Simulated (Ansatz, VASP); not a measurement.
# One calculation of Se, two programs

```
Se
1.0
    -1.72153    1.72153    1.72153
     1.72153   -1.72153    1.72153
     1.72153    1.72153   -1.72153
Se
1
Direct
  0.00000 0.00000 0.00000
```

Alike in both runs: functional PBE; k mesh 19 × 19 × 19; occupations fermi-dirac, width 0.1 eV; no spin polarisation.

Ansatz relaxed the structure, and its values are those at the end. VASP's run is a single point on that final structure, the one shown.

|  | VASP | Ansatz |
| --- | --- | --- |
| version | VASP 6.6.1 | Ansatz 0.2.0 |
| potentials or method | VASP PAW PBE potentials, release 64 (Se) | PAW with Ansatz's default frozen-core files, scalar-relativistic |
| plane-wave cutoff (eV) | 520 | 420 |
| valence electrons in the cell | 6 | 16 |

```csv
,VASP,Ansatz,Ansatz less VASP
pressure (GPa),-0.1,0.0,+0.01
```

The two sets of potentials don't hold the same shells in valence.
